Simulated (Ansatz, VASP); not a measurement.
# Ag in VASP and in Ansatz

Contents of INCAR:

```
SYSTEM = Ag
PREC = Accurate
ENCUT = 600
EDIFF = 1E-6
ISMEAR = -1
SIGMA = 0.05
LREAL = .False.
LASPH = .True.
NELM = 100
ALGO = Normal
ISIF = 3
LWAVE = .False.
LCHARG = .False.
IBRION = 2
NSW = 100
EDIFFG = -0.005
```

KPOINTS

```
Automatic mesh
0
Gamma
  13 13 7
  0 0 0
```

POSCAR

```
Ag
1.0
    2.9300000000      0.0000000000      0.0000000000
   -1.4650000000      2.5374544331      0.0000000000
    0.0000000000      0.0000000000      4.7900000000
Ag
2
Direct
    0.3333333333      0.6666666667      0.2500000000
    0.6666666667      0.3333333333      0.7500000000
```

Input for Ansatz:

```yaml
crystal:
  lattice:
    - [2.93, 0.0, 0.0]
    - [-1.465, 2.5374544331, 0.0]
    - [0.0, 0.0, 4.79]
  atoms:
    - { symbol: Ag, position: [0.3333333333, 0.6666666667, 0.25] }
    - { symbol: Ag, position: [0.6666666667, 0.3333333333, 0.75] }
kpoints:
  mp_grid: { grid: [13, 13, 7] }
scf:
  occupations: { method: fermi_dirac, width: 0.05 }
hamiltonian:
  xc: lda
  pseudopotentials: { kind: paw }
output:
  forces: true
  stress: true
  efg: { contact_densities: true }
relax:
  f_tol: 0.005
  max_steps: 80
  cell: {}
```

Alike in both runs: task relaxation of cell and atoms; functional LDA; k mesh 13 × 13 × 7; occupations fermi-dirac, width 0.05 eV; no spin polarisation.

```csv
,VASP,Ansatz
version,VASP 6.6.1,Ansatz 0.2.0
potentials or method,"VASP PAW LDA potentials, release 64 (Ag)","PAW with Ansatz's default frozen-core files, scalar-relativistic"
plane-wave cutoff (eV),600,420
valence electrons in the cell,22,38
```

```csv
,VASP,Ansatz,Ansatz less VASP
relaxed volume (Å³/atom),16.04,16.01,-0.024
relaxed cell length with the largest relative difference (Å),4.666,4.663,-0.0033
energy change over the relaxation (meV/atom),-67,-69,-1.8
```

The two sets of potentials don't hold the same shells in valence. Ansatz warned: «gradients_without_spin_orbit».

LDA usually gives volumes a few per cent too small. Zero-point motion and thermal expansion aren't in these numbers.
